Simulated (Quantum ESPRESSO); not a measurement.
# Sb (Fm-3m) in Quantum ESPRESSO: notebook

One crystal, Sb, is run at these levels: PBEsol, LDA; tasks: band structure, single point, equation of state.

Everything below comes from runs of Quantum ESPRESSO 7.5. Logs are shortened: lines on timing, memory, paths and dates and some standing lists are left out, and cuts for length are marked.

## 1. The structure

It takes space group Fm-3m (No. 225, cubic). Conventional cell: a = 4.742 Å, b = 4.742 Å, c = 4.742 Å, α = 90.00°, β = 90.00°, γ = 90.00°. Sb (site symmetry m-3m) has 12 Sb at 3.35 Å as nearest neighbours.

This isn't the form of Sb at room conditions, which is rhombohedral.

## 2. Band structure, PBEsol

The input, pw.in:

```
&CONTROL
  calculation = 'scf'
  prefix = 'pwscf'
  outdir = './tmp'
  pseudo_dir = './pseudo'
  tprnfor = .true.
  tstress = .true.
  disk_io = 'low'
/
&SYSTEM
  ibrav = 0
  nat = 1
  ntyp = 1
  ecutwfc = 45
  ecutrho = 360
  nbnd = 13
  occupations = 'smearing'
  smearing = 'fd'
  degauss = 0.00367493
/
&ELECTRONS
  conv_thr = 2d-10
  electron_maxstep = 120
  mixing_beta = 0.5
/
ATOMIC_SPECIES
Sb   121.7600 sb_pbesol_v1.4.uspp.F.UPF
CELL_PARAMETERS angstrom
   0.0000000000    2.3712425216    2.3712425216
   2.3712425216    0.0000000000    2.3712425216
   2.3712425216    2.3712425216    0.0000000000
ATOMIC_POSITIONS crystal
Sb     0.0000000000    0.0000000000    0.0000000000
K_POINTS automatic
10 10 10 0 0 0
```

The input, bands.in:

```
&CONTROL
  calculation = 'bands'
  prefix = 'pwscf'
  outdir = './tmp'
  pseudo_dir = './pseudo'
  disk_io = 'low'
  verbosity = 'high'
/
&SYSTEM
  ibrav = 0
  nat = 1
  ntyp = 1
  ecutwfc = 45
  ecutrho = 360
  nbnd = 13
  occupations = 'smearing'
  smearing = 'fd'
  degauss = 0.00367493
/
&ELECTRONS
  conv_thr = 1d-08
  electron_maxstep = 120
  mixing_beta = 0.5
  diago_full_acc = .true.
  startingwfc = 'random'
/
ATOMIC_SPECIES
Sb   121.7600 sb_pbesol_v1.4.uspp.F.UPF
CELL_PARAMETERS angstrom
   0.0000000000    2.3712425216    2.3712425216
   2.3712425216    0.0000000000    2.3712425216
   2.3712425216    2.3712425216    0.0000000000
ATOMIC_POSITIONS crystal
Sb     0.0000000000    0.0000000000    0.0000000000
K_POINTS crystal
60
 0.0000000000  0.0000000000  0.0000000000 1
 0.0625000000  0.0000000000  0.0625000000 1
 0.1250000000  0.0000000000  0.1250000000 1
 0.1875000000  0.0000000000  0.1875000000 1
 0.2500000000  0.0000000000  0.2500000000 1
 0.3125000000  0.0000000000  0.3125000000 1
 0.3750000000  0.0000000000  0.3750000000 1
 0.4375000000  0.0000000000  0.4375000000 1
 0.5000000000  0.0000000000  0.5000000000 1
 0.5000000000  0.0625000000  0.5625000000 1
 0.5000000000  0.1250000000  0.6250000000 1
 0.5000000000  0.1875000000  0.6875000000 1
 0.5000000000  0.2500000000  0.7500000000 1
 0.4375000000  0.3125000000  0.7500000000 1
 0.3750000000  0.3750000000  0.7500000000 1
 0.3375000000  0.3375000000  0.6750000000 1
 0.3000000000  0.3000000000  0.6000000000 1
 0.2625000000  0.2625000000  0.5250000000 1
 0.2250000000  0.2250000000  0.4500000000 1
 0.1875000000  0.1875000000  0.3750000000 1
 0.1500000000  0.1500000000  0.3000000000 1
 0.1125000000  0.1125000000  0.2250000000 1
 0.0750000000  0.0750000000  0.1500000000 1
 0.0375000000  0.0375000000  0.0750000000 1
 0.0000000000  0.0000000000  0.0000000000 1
 0.0625000000  0.0625000000  0.0625000000 1
 0.1250000000  0.1250000000  0.1250000000 1
 0.1875000000  0.1875000000  0.1875000000 1
 0.2500000000  0.2500000000  0.2500000000 1
 0.3125000000  0.3125000000  0.3125000000 1
 0.3750000000  0.3750000000  0.3750000000 1
 0.4375000000  0.4375000000  0.4375000000 1
 0.5000000000  0.5000000000  0.5000000000 1
 0.5250000000  0.4500000000  0.5250000000 1
 0.5500000000  0.4000000000  0.5500000000 1
 0.5750000000  0.3500000000  0.5750000000 1
 0.6000000000  0.3000000000  0.6000000000 1
 0.6250000000  0.2500000000  0.6250000000 1
 0.5833333333  0.2500000000  0.6666666667 1
 0.5416666667  0.2500000000  0.7083333333 1
 0.5000000000  0.2500000000  0.7500000000 1
 0.5000000000  0.2857142857  0.7142857143 1
 0.5000000000  0.3214285714  0.6785714286 1
 0.5000000000  0.3571428571  0.6428571429 1
 0.5000000000  0.3928571429  0.6071428571 1
 0.5000000000  0.4285714286  0.5714285714 1
 0.5000000000  0.4642857143  0.5357142857 1
 0.5000000000  0.5000000000  0.5000000000 1
 0.4821428571  0.4821428571  0.5357142857 1
 0.4642857143  0.4642857143  0.5714285714 1
 0.4464285714  0.4464285714  0.6071428571 1
 0.4285714286  0.4285714286  0.6428571429 1
 0.4107142857  0.4107142857  0.6785714286 1
 0.3928571429  0.3928571429  0.7142857143 1
 0.3750000000  0.3750000000  0.7500000000 1
 0.6250000000  0.2500000000  0.6250000000 1
 0.5937500000  0.1875000000  0.5937500000 1
 0.5625000000  0.1250000000  0.5625000000 1
 0.5312500000  0.0625000000  0.5312500000 1
 0.5000000000  0.0000000000  0.5000000000 1
```

Potentials or basis: GBRV 1.5 PBEsol.

Command:

```
OMP_NUM_THREADS=1 mpirun -n 2 pw.x -nk 2 -in pw.in > pw.out
OMP_NUM_THREADS=1 mpirun -n 2 pw.x -nk 2 -in bands.in > bands.out
```

pw.out:

```text
This program is part of the open-source Quantum ESPRESSO suite
     for quantum simulation of materials; please cite
         "P. Giannozzi et al., J. Phys.:Condens. Matter 21 395502 (2009);
         "P. Giannozzi et al., J. Phys.:Condens. Matter 29 465901 (2017);
         "P. Giannozzi et al., J. Chem. Phys. 152 154105 (2020);
     in publications or presentations arising from this work. More details at

     Message from routine setup:
     using ibrav=0 with symmetry is DISCOURAGED, use correct ibrav instead

     K-points division:     npool     =       2
     Subspace diagonalization in iterative solution of the eigenvalue problem:
     a serial algorithm will be used

     G-vector sticks info
     --------------------
     sticks:   dense  smooth     PW     G-vecs:    dense   smooth      PW
     Sum        1003     499    163                20827     7391    1363

     Using Slab Decomposition

     bravais-lattice index     =            0
     lattice parameter (alat)  =       6.3371  a.u.
     unit-cell volume          =     179.9511 (a.u.)^3
     number of atoms/cell      =            1
     number of atomic types    =            1
     number of electrons       =        15.00
     number of Kohn-Sham states=           13
     kinetic-energy cutoff     =      45.0000  Ry
     charge density cutoff     =     360.0000  Ry
     scf convergence threshold =      2.0E-10
     mixing beta               =       0.5000
     number of iterations used =            8  plain     mixing
     Exchange-correlation= SLA  PW   PSX  PSC
                           (   1   4  10   8   0   0   0)

     celldm(1)=   6.337089  celldm(2)=   0.000000  celldm(3)=   0.000000
     celldm(4)=   0.000000  celldm(5)=   0.000000  celldm(6)=   0.000000

     crystal axes: (cart. coord. in units of alat)
               a(1) = (   0.000000   0.707107   0.707107 )
               a(2) = (   0.707107   0.000000   0.707107 )
               a(3) = (   0.707107   0.707107   0.000000 )

     reciprocal axes: (cart. coord. in units 2 pi/alat)
               b(1) = ( -0.707107  0.707107  0.707107 )
               b(2) = (  0.707107 -0.707107  0.707107 )
               b(3) = (  0.707107  0.707107 -0.707107 )

     PseudoPot. # 1 for Sb read from file:
     sb_pbesol_v1.4.uspp.F.UPF
     Pseudo is Ultrasoft + core correction, Zval = 15.0
     Generated by new atomic code, or converted to UPF format
     Using radial grid of  891 points,  6 beta functions with:
                l(1) =   0
                l(2) =   0
                l(3) =   1
                l(4) =   1
                l(5) =   2
                l(6) =   2
     Q(r) pseudized with  8 coefficients,  rinner =    1.350   1.350   1.350
                                                       1.350   1.350

     atomic species   valence    mass     pseudopotential
     Sb               15.00   121.76000     Sb( 1.00)

     48 Sym. Ops., with inversion, found

   Cartesian axes

     site n.     atom                  positions (alat units)
         1        Sb     tau(   1) = (   0.0000000   0.0000000   0.0000000  )

     number of k points=    47  Fermi-Dirac smearing, width (Ry)=  0.0037
                       cart. coord. in units 2pi/alat
        k(    1) = (   0.0000000   0.0000000   0.0000000), wk =   0.0020000
        k(    2) = (   0.0707107   0.0707107  -0.0707107), wk =   0.0160000
        k(    3) = (   0.1414214   0.1414214  -0.1414214), wk =   0.0160000
        k(    4) = (   0.2121320   0.2121320  -0.2121320), wk =   0.0160000
        k(    5) = (   0.2828427   0.2828427  -0.2828427), wk =   0.0160000
        k(    6) = (  -0.3535534  -0.3535534   0.3535534), wk =   0.0080000
[... 39 lines left out ...]
        k(   46) = (  -0.0707107  -0.3535534   0.6363961), wk =   0.0480000
        k(   47) = (  -0.7071068   0.2828427   0.0000000), wk =   0.0240000

     Dense  grid:    20827 G-vectors     FFT dimensions: (  40,  40,  40)

     Smooth grid:     7391 G-vectors     FFT dimensions: (  27,  27,  27)

[... 56 lines left out ...]

   -17.4007 -17.3590 -17.3517 -17.3444 -17.3362   3.1572   8.4748   9.1656
    14.2764  18.1189  25.4393  25.5915  26.2650

          k = 0.5657-0.0000 0.0000 (   914 PWs)   bands (ev):

   -17.4349 -17.3999 -17.3241 -17.3148 -17.3148   2.9228   8.6135  12.5209
    12.5209  16.4067  16.7680  31.1095  31.1099

          k =-0.0707-0.6364 0.6364 (   925 PWs)   bands (ev):

   -17.4320 -17.4003 -17.3251 -17.3125 -17.3093   3.8759   7.5396  11.2099
    12.4408  16.4205  17.8546  30.0156  30.6665

          k = 0.0000-0.5657 0.5657 (   922 PWs)   bands (ev):

   -17.4203 -17.3890 -17.3311 -17.3229 -17.3141   4.3426   7.4575   9.4459
    12.7725  16.7129  20.4996  29.0350  29.2851

          k =-0.7071 0.0000 0.0000 (   934 PWs)   bands (ev):

   -17.4389 -17.4049 -17.3205 -17.3059 -17.3059   4.2857   6.8732  12.2330
    12.2330  16.0232  16.5404  32.0581  32.7523

          k = 0.2828 0.1414 0.0000 (   922 PWs)   bands (ev):

   -17.4038 -17.3799 -17.3680 -17.3656 -17.3390   0.1515  12.3880  13.5474
    15.9502  20.1817  20.7734  24.0121  25.1313

          k = 0.3536 0.2121-0.0707 (   920 PWs)   bands (ev):

   -17.3985 -17.3838 -17.3686 -17.3505 -17.3273   1.1074   9.9994  12.7130
    15.1711  19.9101  21.5661  23.2743  25.2054

          k =-0.2828-0.4243 0.5657 (   909 PWs)   bands (ev):

   -17.3944 -17.3855 -17.3691 -17.3369 -17.3201   2.3126   7.6885  12.5037
    14.3827  19.6014  21.5650  24.2927  25.6701

          k =-0.2121-0.3536 0.4950 (   916 PWs)   bands (ev):

   -17.3942 -17.3855 -17.3679 -17.3319 -17.3181   3.1016   6.5163  12.4875
    14.0494  19.5237  21.3359  24.6924  26.4968

          k = 0.4243 0.1414-0.0000 (   919 PWs)   bands (ev):

   -17.4144 -17.3851 -17.3545 -17.3390 -17.3251   1.4380  10.6110  12.2226
    13.6014  18.8536  19.0635  25.3004  28.4034

          k =-0.2121-0.4950 0.6364 (   916 PWs)   bands (ev):

   -17.4066 -17.3848 -17.3559 -17.3320 -17.3186   2.5558   8.7899  11.2385
    12.8302  18.7441  21.0650  24.2088  28.3900

          k =-0.1414-0.4243 0.5657 (   919 PWs)   bands (ev):
[... 9 lines left out ...]
          k = 0.0000-0.2828 0.4243 (   915 PWs)   bands (ev):

   -17.3891 -17.3873 -17.3614 -17.3403 -17.3284   2.1345   9.3511  10.5226
    14.1741  20.1237  22.1657  22.8979  27.1104

          k =-0.1414-0.5657 0.7071 (   921 PWs)   bands (ev):

   -17.4231 -17.3948 -17.3367 -17.3180 -17.3150   3.1133   8.6117  11.3899
    11.8929  17.8691  18.3701  27.0471  31.2532

          k =-0.0707-0.4950 0.6364 (   918 PWs)   bands (ev):

   -17.4120 -17.3879 -17.3403 -17.3288 -17.3103   4.0741   7.8356   9.7673
    11.7719  18.2086  20.6682  26.0468  28.4277

          k =-0.0000-0.4243 0.5657 (   918 PWs)   bands (ev):

   -17.4024 -17.3682 -17.3526 -17.3414 -17.3160   4.1265   8.3160   8.4884
    12.3057  18.7056  23.5667  25.2282  25.6262

          k =-0.7071 0.1414 0.0000 (   926 PWs)   bands (ev):

   -17.4264 -17.3989 -17.3260 -17.3189 -17.3059   4.3614   7.1660  11.1069
    11.3751  17.5617  18.1375  29.1289  29.3136

          k =-0.1414-0.4243 0.7071 (   918 PWs)   bands (ev):

   -17.3917 -17.3873 -17.3573 -17.3327 -17.3156   3.6079   8.4557   9.6844
    11.6199  20.4122  21.4926  23.3488  27.7529

          k =-0.0707-0.3536 0.6364 (   920 PWs)   bands (ev):

   -17.3890 -17.3754 -17.3634 -17.3413 -17.3105   4.2158   8.0393   9.2401
    11.1365  20.6581  22.5526  23.9976  25.0758

          k =-0.7071 0.2828 0.0000 (   912 PWs)   bands (ev):

   -17.3936 -17.3864 -17.3526 -17.3376 -17.3058   4.4953   8.0277   9.4001
    10.4483  20.4191  21.2610  24.9997  25.3575

     the Fermi energy is    11.8200 ev

!    total energy              =    -184.58101941 Ry
     estimated scf accuracy    <          2.0E-11 Ry
     smearing contrib. (-TS)   =      -0.00048559 Ry
     internal energy E=F+TS    =    -184.58053382 Ry

     The total energy is F=E-TS. E is the sum of the following terms:
     one-electron contribution =     -70.34766139 Ry
     hartree contribution      =      44.45184628 Ry
     xc contribution           =     -43.57712995 Ry
     ewald contribution        =    -115.10758876 Ry

     convergence has been achieved in   8 iterations

     Forces acting on atoms (cartesian axes, Ry/au):

     atom    1 type  1   force =     0.00000000    0.00000000    0.00000000

     Total force =     0.000000     Total SCF correction =     0.000000

     Computing stress (Cartesian axis) and pressure

          total   stress  (Ry/bohr**3)                   (kbar)     P=      -13.40
  -0.00009109   0.00000000   0.00000000          -13.40        0.00        0.00
   0.00000000  -0.00009109   0.00000000            0.00      -13.40        0.00
   0.00000000   0.00000000  -0.00009109            0.00        0.00      -13.40

=------------------------------------------------------------------------------=
   JOB DONE.
=------------------------------------------------------------------------------=
```

Run time: 8 s. Hardware: 2 MPI ranks of Intel Xeon 6975P-C (Granite Rapids), shared host; peak memory 0.18 GiB.

Results:

* Free energy: -2511.3527 eV
* Pressure: -1.3 GPa
* Band gap on the k mesh: none (metal or under the smearing width)

Levels at the corners of the path, in eV from the Fermi level:
```csv
point,band 5,band 6,band 7,band 8,band 9,band 10
Γ,-29.18,-12.99,5.40,5.40,5.40,10.49
X,-29.13,-7.53,-4.95,0.41,0.41,4.20
W,-29.13,-7.30,-3.16,-3.16,-1.50,9.47
K,-29.14,-7.56,-4.04,-3.01,1.25,5.16
Γ,-29.18,-12.99,5.40,5.40,5.40,10.49
L,-29.14,-9.17,-5.86,3.70,3.70,8.46
U,-29.14,-7.56,-4.04,-3.01,1.25,5.16
W,-29.13,-7.30,-3.16,-3.16,-1.50,9.47
L,-29.14,-9.17,-5.86,3.70,3.70,8.46
K,-29.14,-7.56,-4.04,-3.01,1.25,5.16
U,-29.14,-7.56,-4.04,-3.01,1.25,5.16
X,-29.13,-7.53,-4.95,0.41,0.41,4.20
```

Caveat: spin-orbit coupling is left out, which moves the levels of the heavy elements.

## 3. Single point, LDA, 25.07 Å³/atom

Changes to pw.in since step 2:

```diff
@@ -7,3 +7,3 @@
   tstress = .true.
-  disk_io = 'low'
+  disk_io = 'nowf'
 /
@@ -26,7 +26,7 @@
 ATOMIC_SPECIES
-Sb   121.7600 sb_pbesol_v1.4.uspp.F.UPF
+Sb   121.7600 sb_lda_v1.4.uspp.F.UPF
 CELL_PARAMETERS angstrom
-   0.0000000000    2.3712425216    2.3712425216
-   2.3712425216    0.0000000000    2.3712425216
-   2.3712425216    2.3712425216    0.0000000000
+   0.0000000000    2.3228362346    2.3228362346
+   2.3228362346    0.0000000000    2.3228362346
+   2.3228362346    2.3228362346    0.0000000000
 ATOMIC_POSITIONS crystal
```

Potentials or basis: GBRV 1.5 LDA.

Command:

```
OMP_NUM_THREADS=1 mpirun -n 2 pw.x -nk 2 -in pw.in > pw.out
```

It took 4.1 s on 2 MPI ranks of Intel Xeon 6975P-C (Granite Rapids), shared host; peak memory 0.18 GiB.

The run converged. Its results:

| Item | Value |
| --- | --- |
| Free energy | -2510.8949 eV |
| Pressure | 1.6 GPa |
| Band gap on the k mesh | none (metal or under the smearing width) |

(Continued in part 2 of 2.)
